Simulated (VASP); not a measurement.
# La (P6_3/mmc) in VASP: notebook

Runs on La. Level: PBEsol. Tasks: relaxation of cell and atoms.

Program: VASP 6.6.1. These are calculated values, not measurements. Logs are shortened: lines on timing, memory, paths and dates and some standing lists are left out, and cuts for length are marked.

## (1) The crystal as given

The structure is hexagonal, space group P6_3/mmc (No. 194). The conventional cell has a = 3.770 Å, b = 3.770 Å, c = 12.159 Å, α = 90.00°, β = 90.00°, γ = 120.00°. La (site symmetry -3m) has 12 La at 3.74 to 3.77 Å as nearest neighbours. La (site symmetry -6m2) has 12 La at 3.74 to 3.77 Å as nearest neighbours.

## (2) Relaxation of cell and atoms, PBEsol

The input, INCAR:

```
SYSTEM = La
ALGO = Normal
EDIFF = 1E-6
EDIFFG = -0.01
ENCUT = 600
GGA = PS
IBRION = 2
ISIF = 3
ISMEAR = 1
LASPH = .TRUE.
LCHARG = .FALSE.
LREAL = .FALSE.
LWAVE = .FALSE.
NELM = 80
NSW = 90
PREC = Accurate
SIGMA = 0.1
```

The input, KPOINTS:

```
k-points
0
G
  12 12 3
  0 0 0
```

The input, POSCAR:

```
La
1.0
    3.7700000000      0.0000000000      0.0000000000
   -1.8850000000      3.2649157723      0.0000000000
    0.0000000000      0.0000000000     12.1590000000
La
4
Direct
    0.0000000000      0.0000000000      0.0000000000
    0.0000000000      0.0000000000      0.5000000000
    0.3333333333      0.6666666667      0.7500000000
    0.6666666667      0.3333333333      0.2500000000
```

Potentials or basis: VASP PAW PBE potentials, release 64 (La).

On the command line:

```
> cat potpaw_PBE.64/La/POTCAR > POTCAR
> mpirun -np 1 vasp_std > vasp.out
```

OUTCAR:

```text
SYSTEM = La
   EDIFF = 1E-6
   EDIFFG = -0.01
   ENCUT = 600
   GGA = PS
   IBRION = 2
   ISIF = 3
   ISMEAR = 1
   LASPH = .TRUE.
   LREAL = .FALSE.
   NELM = 80
   NSW = 90
   PREC = Accurate

 ion  position               nearest neighbor table
   1  0.000  0.000  0.000-
   2  0.000  0.000  0.500-
   3  0.333  0.667  0.750-
   4  0.667  0.333  0.250-

  LATTYP: Found a hexagonal cell.
 ALAT       =     3.7700000000
 C/A-ratio  =     3.2251989390

  Lattice vectors:

 A1 = (   3.7700000000,   0.0000000000,   0.0000000000)
 A2 = (  -1.8850000000,   3.2649157723,   0.0000000000)
 A3 = (   0.0000000000,   0.0000000000,  12.1590000000)

Analysis of symmetry for initial positions (statically):
=====================================================================
 Subroutine PRICEL returns:
 Original cell was already a primitive cell.

 Routine SETGRP: Setting up the symmetry group for a
 hexagonal supercell.

 Subroutine GETGRP returns: Found 24 space group operations
 (whereof 12 operations were pure point group operations)
 out of a pool of 24 trial point group operations.

The static configuration has the point symmetry D_3d.
 The point group associated with its full space group is D_6h.

Analysis of symmetry for dynamics (positions and initial velocities):
=====================================================================
 Subroutine PRICEL returns:
 Original cell was already a primitive cell.

 Routine SETGRP: Setting up the symmetry group for a
 hexagonal supercell.

 Subroutine GETGRP returns: Found 24 space group operations
 (whereof 12 operations were pure point group operations)
 out of a pool of 24 trial point group operations.

The dynamic configuration has the point symmetry D_3d.
 The point group associated with its full space group is D_6h.

 Subroutine INISYM returns: Found 24 space group operations
 (whereof 12 operations are pure point group operations),
 and found     1 'primitive' translations

----------------------------------------------------------------------------------------

                                     Primitive cell

  volume of cell :     149.6619

  direct lattice vectors                    reciprocal lattice vectors
     3.770000000  0.000000000  0.000000000     0.265251989  0.153143307  0.000000000
    -1.885000000  3.264915772  0.000000000     0.000000000  0.306286615  0.000000000
     0.000000000  0.000000000 12.159000000     0.000000000  0.000000000  0.082243606

  length of vectors
     3.770000000  3.770000000 12.159000000     0.306286615  0.306286615  0.082243606

  position of ions in fractional coordinates (direct lattice)
     0.000000000  0.000000000  0.000000000
     0.000000000  0.000000000  0.500000000
     0.333333333  0.666666667  0.750000000
     0.666666667  0.333333333  0.250000000

  ion indices of the primitive-cell ions
   primitive index   ion index
                 1           1
                 2           2
                 3           3
                 4           4

----------------------------------------------------------------------------------------

 KPOINTS: k-points

Automatic generation of k-mesh.
 Grid dimensions read from file:
 generate k-points for:   12   12    3

 Generating k-lattice:

  Cartesian coordinates                     Fractional coordinates (reciprocal lattice)
     0.022104332  0.012761942  0.000000000     0.083333333  0.000000000  0.000000000
     0.000000000  0.025523885  0.000000000     0.000000000  0.083333333  0.000000000
     0.000000000  0.000000000  0.027414535     0.000000000  0.000000000  0.333333333

  Length of vectors
     0.025523885  0.025523885  0.027414535

  Shift w.r.t. Gamma in fractional coordinates (k-lattice)
     0.000000000  0.000000000  0.000000000

 Subroutine IBZKPT returns following result:
 ===========================================

 Found     38 irreducible k-points:

 Following reciprocal coordinates:
            Coordinates               Weight
  0.000000  0.000000  0.000000      1.000000
  0.083333  0.000000  0.000000      6.000000
  0.166667  0.000000  0.000000      6.000000
  0.250000  0.000000  0.000000      6.000000
  0.333333  0.000000  0.000000      6.000000
  0.416667  0.000000  0.000000      6.000000
[... 16 lines left out ...]
  0.250000  0.000000  0.333333     12.000000
  0.333333  0.000000  0.333333     12.000000
 [... further k-points ...]
   k-points           NKPTS =     38   k-points in BZ     NKDIM =     38   number of bands    NBANDS=     26
   number of dos      NEDOS =    301   number of ions     NIONS =      4
   total plane-waves  NPLWV =  88200
   dimension x,y,z NGX =    30 NGY =   30 NGZ =   98
   dimension x,y,z NGXF=    60 NGYF=   60 NGZF=  196
   ions per type =               4
   NGX,Y,Z   is equivalent  to a cutoff of  13.23, 13.23, 13.40 a.u.
   NGXF,Y,Z  is equivalent  to a cutoff of  26.46, 26.46, 26.80 a.u.
 SYSTEM =  La
   PREC   = accura    normal or accurate (medium, high low for compatibility)
   ISTART =      0    job   : 0-new  1-cont  2-samecut
   ICHARG =      2    charge: 1-file 2-atom 10-const
   ISPIN  =      1    spin polarized calculation?
   LNONCOLLINEAR =      F non collinear calculations
   LSORBIT =      F    spin-orbit coupling
   LASPH  =      T    aspherical Exc in radial PAW
   ENCUT  =  600.0 eV  44.10 Ry    6.64 a.u.   7.53  7.53 24.28*2*pi/ulx,y,z
   NELM   =     80;   NELMIN=  2; NELMDL= -5     # of ELM steps
   EDIFF  = 0.1E-05   stopping-criterion for ELM
   LREAL  =      F    real-space projection
   EDIFFG = -.1E-01   stopping-criterion for IOM
   NSW    =     90    number of steps for IOM
   IBRION =      2    ionic relax: 0-MD 1-quasi-New 2-CG
   NFREE  =      1    steps in history (QN), initial steepest desc. (CG)
   ISIF   =      3    stress and relaxation
   ISYM   =      2    0-nonsym 1-usesym 2-fastsym
   POTIM  = 0.5000    time-step for ionic-motion
   TEBEG  =    0.0;   TEEND  =   0.0 temperature during run
   PSTRESS=    0.0 pullay stress
   NELECT =      44.0000    total number of electrons
   NUPDOWN=      -1.0000    fix difference up-down
   EMIN   =  10.00;   EMAX   =-10.00  energy-range for DOS
   EFERMI =   0.00;   METHOD = LEGACY
   ISMEAR =     1;   SIGMA  =   0.10  broadening in eV -4-tet -1-fermi 0-gaus
   EFERMI_NEDOS =   21; number of points for ismear=-14 and -15
   IALGO  =     38    algorithm
   IMIX   =      4    mixing-type and parameters
     AMIX     =   0.40;   BMIX     =  1.00
     AMIX_MAG =   1.60;   BMIX_MAG =  1.00
  volume/ion in A,a.u.               =      37.42       252.49
  Fermi-wavevector in a.u.,A,eV,Ry     =   1.088567  2.057094 16.122618  1.184979
  Thomas-Fermi vector in A             =   2.224752
   LORBIT       =      0    0 simple, 1 ext, 2 COOP (PROOUT), +10 PAW based schemes
   GGA     = PS    functional components
   LHFCALC =     F    Hartree Fock is set to
   AEXX    =    0.0000 exact exchange contribution
   IVDW    =     0    specifies the selected vdW correction
   LEPSILON=     F    determine dielectric tensor
   LRPA    =     F    only Hartree local field effects (RPA)
 conjugate gradient relaxation of ions
 non-spin polarized calculation
 Methfessel and Paxton  Order N= 1 SIGMA  =   0.10
  energy-cutoff  :      600.00
  volume of cell :      149.66
 maximum number of plane-waves:      5031
   NGX = 15   NGY = 15   NGZ = 49

--------------------------------------- Ionic step        1  -------------------------------------------

 number of electron      43.9999996 magnetization

 Free energy of the ion-electron system (eV)
  ---------------------------------------------------
  ext. energy  EPLUGINS =         0.00000000
  ---------------------------------------------------
  free energy    TOTEN  =       -21.29350263 eV

  energy without entropy =      -21.29434807  energy(sigma->0) =      -21.29378444

------------------------ aborting loop because EDIFF is reached ----------------------------------------

  FORCE on cell =-STRESS in cart. coord.  units (eV):
  Direction    XX          YY          ZZ          XY          YZ          ZX
  --------------------------------------------------------------------------------------
  -------------------------------------------------------------------------------------
  Total       -2.1175804     -2.1175804     -2.1581909      0.0000000      0.0000000     -0.0000000
  in kB      -22.6693621    -22.6693621    -23.1041107      0.0000000      0.0000000     -0.0000000
  external PRESSURE =     -22.8142783 kB  Pullay stress =       0.0000000 kB
[... 23 lines left out ...]
  energy  without entropy=      -21.2943480661  energy(sigma->0) =      -21.29378444

--------------------------------------- Ionic step        2  -------------------------------------------

 number of electron      44.0000004 magnetization

 E-fermi :   8.4608     XC(G=0):  -9.9770

 val. band max:        8.4540925768   @ k =   0.2500   0.2500   0.3333
 cond. band min:       8.4648278785   @ k =   0.1667   0.0000   0.3333
 fundamental gap:      0.0107353016
 Fermi energy:         8.4607874432

 k-point     1 :       0.0000    0.0000    0.0000
  band No.  band energies     occupation
      1     -24.3406      2.00000
      2     -24.2112      2.00000
      3     -24.2030      2.00000
      4     -24.0677      2.00000
      5      -8.8481      2.00000
      6      -8.0392      2.00000
[... 798 lines left out ...]
  energy  without entropy=      -21.3923545103  energy(sigma->0) =      -21.39183231

--------------------------------------- Ionic step        5  -------------------------------------------

 number of electron      44.0000003 magnetization

 Free energy of the ion-electron system (eV)
  ---------------------------------------------------
  ext. energy  EPLUGINS =         0.00000000
  ---------------------------------------------------
  free energy    TOTEN  =       -21.39161597 eV

  energy without entropy =      -21.39235118  energy(sigma->0) =      -21.39186104

 E-fermi :   8.6005     XC(G=0): -10.0342

 val. band max:        8.5980422101   @ k =   0.1667   0.0000   0.3333
 cond. band min:       8.6217393932   @ k =   0.3333   0.2500   0.3333
 fundamental gap:      0.0236971831
 Fermi energy:         8.6004598678

 k-point     1 :       0.0000    0.0000    0.0000
  band No.  band energies     occupation
      1     -24.1887      2.00000
      2     -24.0514      2.00000
      3     -24.0437      2.00000
      4     -23.8999      2.00000
      5      -8.7303      2.00000
      6      -7.8896      2.00000
[... 718 lines left out ...]
  FREE ENERGIE OF THE ION-ELECTRON SYSTEM (eV)
  ---------------------------------------------------
  free  energy   TOTEN  =       -21.3916159717 eV

  energy  without entropy=      -21.3923511796  energy(sigma->0) =      -21.39186104

 reached required accuracy - stopping structural energy minimisation
```

Wall time 17 min (1 thread of AMD EPYC 7R13 (Zen 3), shared host); peak memory 0.38 GiB.

What came out:

- Free energy: -21.3916 eV
- Relaxed volume: 34.14 Å³/atom
- Relaxed cell: a = 3.659 Å, b = 3.659 Å, c = 11.779 Å, α = 90.00°, β = 90.00°, γ = 120.00°
- Space group after relaxing (to 0.05 Å): P6_3/mmc (No. 194)
- Energy gained by relaxing: 24.5 meV/atom
- Ionic steps: 5
- Pressure after relaxing: 0.0 GPa
- Band gap on the k mesh: none (metal or under the smearing width)

The path:
```csv
step,energy change (eV),largest force (eV/Å),pressure (GPa),volume (Å³)
1,0.0000,0.0000,-2.28,149.66
2,-0.0960,0.0000,-0.35,138.42
3,-0.0981,0.0000,-0.04,136.80
4,-0.0981,0.0000,0.02,136.55
5,-0.0981,0.0000,0.02,136.55
```

Final structure:
```
La
1.0
     3.65858    0.00000    0.00000
    -1.82929    3.16843    0.00000
     0.00000    0.00000   11.77942
La
4
Direct
  0.00000 0.00000 0.00000
  0.00000 0.00000 0.50000
  0.33333 0.66667 0.75000
  0.66667 0.33333 0.25000
```

Caveat: the PAW data sets were made with another functional, which shifts forces and pressure a little.

## (3) Relaxation of cell and atoms, PBEsol

This run uses another cell than the first one, of 34.14 Å³/atom, 0.912 times its volume.

INCAR: that of step 2 with these lines changed.

```diff
@@ -2,4 +2,4 @@
 ALGO = Normal
-EDIFF = 1E-6
-EDIFFG = -0.01
+EDIFF = 1E-7
+EDIFFG = -0.005
 ENCUT = 600
```

KPOINTS is that of step 2.

The input, POSCAR:

```
La                                      
1.0
    3.6585833336      0.0000000000     -0.0000000000
   -1.8292916668      3.1684261088     -0.0000000000
   -0.0000000000      0.0000000000     11.7794220386
  La            
     4
Direct
     0.0000000000000000    0.0000000000000000    0.0000000000000000
     0.0000000000000000    0.0000000000000000    0.5000000000000000
     0.3333333332999970    0.6666666667000030    0.7500000000000000
     0.6666666667000030    0.3333333332999970    0.2500000000000000
```

Potentials or basis: VASP PAW PBE potentials, release 64 (La).

On the command line:

```
> cat potpaw_PBE.64/La/POTCAR > POTCAR
> mpirun -np 1 vasp_std > vasp.out
```

OUTCAR:

```text
SYSTEM = La
   EDIFF = 1E-7
   EDIFFG = -0.005
   ENCUT = 600
   GGA = PS
   IBRION = 2
   ISIF = 3
   ISMEAR = 1
   LASPH = .TRUE.
   LREAL = .FALSE.
   NELM = 80
   NSW = 90
   PREC = Accurate

 ion  position               nearest neighbor table
   1  0.000  0.000  0.000-   3 3.62   4 3.62   4 3.62   3 3.62   4 3.62   3 3.62
   2  0.000  0.000  0.500-   3 3.62   4 3.62   4 3.62   3 3.62   4 3.62   3 3.62
   3  0.333  0.667  0.750-   1 3.62   2 3.62   1 3.62   2 3.62   1 3.62   2 3.62
   4  0.667  0.333  0.250-   1 3.62   2 3.62   1 3.62   2 3.62   1 3.62   2 3.62

  LATTYP: Found a hexagonal cell.
 ALAT       =     3.6585833336
[... 950 lines left out ...]
  -------------------------------------------------------------------------------------
  Total        0.0053435      0.0053435     -0.0061335      0.0000000      0.0000000      0.0000000
  in kB        0.0626659      0.0626659     -0.0719310      0.0000000      0.0000000      0.0000000
  external PRESSURE =       0.0178002 kB  Pullay stress =       0.0000000 kB

 VOLUME and BASIS-vectors are now :
 -----------------------------------------------------------------------------
  energy-cutoff  :      600.00
  volume of cell :      136.62
      direct lattice vectors                 reciprocal lattice vectors
     3.659664796  0.000000000  0.000000000     0.273249069  0.157760424  0.000000000
    -1.829832398  3.169362682  0.000000000     0.000000000  0.315520848  0.000000000
     0.000000000  0.000000000 11.778479891     0.000000000 -0.000000000  0.084900599

 POSITION                                       TOTAL-FORCE (eV/Angst)
 -----------------------------------------------------------------------------------
      0.00000      0.00000      0.00000        -0.000000      0.000000     -0.000000
      0.00000      0.00000      5.88924        -0.000000      0.000000     -0.000000
     -0.00000      2.11291      8.83386        -0.000000      0.000000      0.000000
      1.82983      1.05645      2.94462         0.000000     -0.000000     -0.000000
 -----------------------------------------------------------------------------------
    total drift:                                0.000000     -0.000000     -0.000000

  FREE ENERGIE OF THE ION-ELECTRON SYSTEM (eV)
  ---------------------------------------------------
  free  energy   TOTEN  =       -21.3913109972 eV

  energy  without entropy=      -21.3920598057  energy(sigma->0) =      -21.39156060

 reached required accuracy - stopping structural energy minimisation
```

CONTCAR:

```text
La
   1.00000000000000
     3.6596647955053321    0.0000000000000000    0.0000000000000000
    -1.8298323977526660    3.1693626822832779    0.0000000000000000
     0.0000000000000000    0.0000000000000000   11.7784798911730633
  La
     4
Direct
     0.0000000000000000    0.0000000000000000    0.0000000000000000
     0.0000000000000000    0.0000000000000000    0.5000000000000000
     0.3333333332999970    0.6666666667000030    0.7500000000000000
     0.6666666667000030    0.3333333332999970    0.2500000000000000

  0.00000000E+00  0.00000000E+00  0.00000000E+00
  0.00000000E+00  0.00000000E+00  0.00000000E+00
  0.00000000E+00  0.00000000E+00  0.00000000E+00
  0.00000000E+00  0.00000000E+00  0.00000000E+00
```

Run time: 7.6 min. Hardware: 1 thread of AMD EPYC 7R13 (Zen 3), shared host; peak memory 0.36 GiB.

Results:

```
Free energy                            : -21.3913 eV
Relaxed volume                         : 34.15 Å³/atom
Relaxed cell                           : a = 3.660 Å, b = 3.660 Å, c = 11.778 Å, α = 90.00°, β = 90.00°, γ = 120.00°
Space group after relaxing (to 0.05 Å) : P6_3/mmc (No. 194)
Energy gained by relaxing              : 0.0 meV/atom
Ionic steps                            : 2
Pressure after relaxing                : 0.0 GPa
Band gap on the k mesh                 : none (metal or under the smearing width)
```

Final structure:
```yaml
crystal:
  lattice:
    - [3.65966, 0.00000, 0.00000]
    - [-1.82983, 3.16936, 0.00000]
    - [0.00000, 0.00000, 11.77848]
  atoms:
    - { symbol: La, position: [0.00000, 0.00000, 0.00000] }
    - { symbol: La, position: [0.00000, 0.00000, 0.50000] }
    - { symbol: La, position: [0.33333, 0.66667, 0.75000] }
    - { symbol: La, position: [0.66667, 0.33333, 0.25000] }
```

Caveat: the PAW data sets were made with another functional, which shifts forces and pressure a little.
